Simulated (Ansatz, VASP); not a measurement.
One calculation of Si, two programs

```
Si
1.0
     4.24597    0.00000    0.00000
    -2.12299    3.67712    0.00000
     0.00000    0.00000    2.44006
Si
3
Direct
  0.00000 0.00000 0.00000
  0.33333 0.66667 0.50000
  0.66667 0.33333 0.50000
```

Alike in both runs: task single point; functional PBEsol; k mesh 9 × 9 × 14; occupations fermi-dirac, width 0.1 eV; no spin polarisation.

```csv
,VASP,Ansatz
version,VASP 6.6.1,Ansatz 0.2.0
potentials or method,"VASP PAW PBE potentials, release 64 (Si)","plane waves (420 eV) with PAW, scalar-relativistic"
plane-wave cutoff (eV),520,420
valence electrons in the cell,12,12
```

|  | VASP | Ansatz | Ansatz less VASP |
| --- | --- | --- | --- |
| pressure (GPa) | 17.4 | 17.2 | -0.21 |
| largest component of the traceless stress (GPa) | 4.73 | 4.69 | -0.039 |

Ansatz warned: «pseudo_functional_mismatch».

Caveats: so large a pressure means that the cell lies far from this level's equilibrium, or that cutoff or potentials fall short (VASP); the potentials were made for another functional, which shifts forces and pressure (VASP).
